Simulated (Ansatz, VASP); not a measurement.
# Two plane-wave programs on FeO (Wuestite)

INCAR

```
PREC = Accurate
ENCUT = 600
EDIFF = 1E-6
ISMEAR = -1
SIGMA = 0.05
LREAL = F
LASPH = T
NELM = 150
ALGO = Normal
ISIF = 3
LWAVE = F
LCHARG = F
ISPIN = 2
MAGMOM = 3 0
LORBIT = 11
LMAXMIX = 4
GGA = CA
IBRION = 2
NSW = 60
EDIFFG = -0.01
```

File KPOINTS:

```
regular mesh
0
Gamma
  11 11 11
```

The input POSCAR:

```
FeO
1.0
    0.0000000000      2.1554000000      2.1554000000
    2.1554000000      0.0000000000      2.1554000000
    2.1554000000      2.1554000000      0.0000000000
Fe O
1 1
Direct
    0.0000000000      0.0000000000      0.0000000000
    0.5000000000      0.5000000000      0.5000000000
```

Contents of input.yaml:

```yaml
crystal:
  lattice:
    - [0.0, 2.1554, 2.1554]
    - [2.1554, 0.0, 2.1554]
    - [2.1554, 2.1554, 0.0]
  atoms:
    - { symbol: Fe, position: [0.0, 0.0, 0.0], spin: 3.0 }
    - { symbol: O, position: [0.5, 0.5, 0.5] }
hamiltonian:
  xc: lda
  pseudopotentials: { kind: paw }
magnetization:
  spin_polarized: true
kpoints:
  mp_grid: { grid: [11, 11, 11] }
scf:
  occupations: { method: fermi_dirac, width: 0.05 }
output:
  forces: true
  stress: true
relax:
  f_tol: 0.01
  max_steps: 40
  cell: { stress_tol: 0.05 }
```

Alike in both runs: task relaxation of cell and atoms; functional LDA; k mesh 11 × 11 × 11; occupations fermi-dirac, width 0.05 eV; collinear spin.

|  | VASP | Ansatz |
| --- | --- | --- |
| version | VASP 6.6.1 | Ansatz 0.2.0 |
| potentials or method | VASP PAW LDA potentials, release 64 (Fe, O) | Ansatz PAW |
| plane-wave cutoff (eV) | 600 | 420 |
| valence electrons in the cell | 14 | 22 |

```csv
,VASP,Ansatz,Ansatz less VASP
net moment per atom (μB),1.88,1.94,+0.060
size of the moment on the site where the two differ most (μB),3.38,3.29,-0.094
relaxed volume (Å³/atom),9.09,9.15,+0.055
relaxed cell length with the largest relative difference (Å),2.952,2.958,+0.0060
energy change over the relaxation (meV/atom),-47,-43,+3.7
```

Site moments also hang on the region over which each program counts them. The two sets of potentials don't hold the same shells in valence.

Caveats: a cell with one magnetic atom can't hold antiferromagnetic order, which such compounds often take; the plane-wave basis is chosen anew once the cell has moved, so the energies of steps on either side of that aren't comparable (Ansatz); the pressure holds a Pulay correction of +0.9 GPa for the finite cutoff (Ansatz); the PAW data sets come from PBE, with cores solved anew for the run's functional, which leaves a small shift of forces and pressure (Ansatz). LDA usually gives volumes a few per cent too small. Zero-point motion and thermal expansion aren't in these numbers.
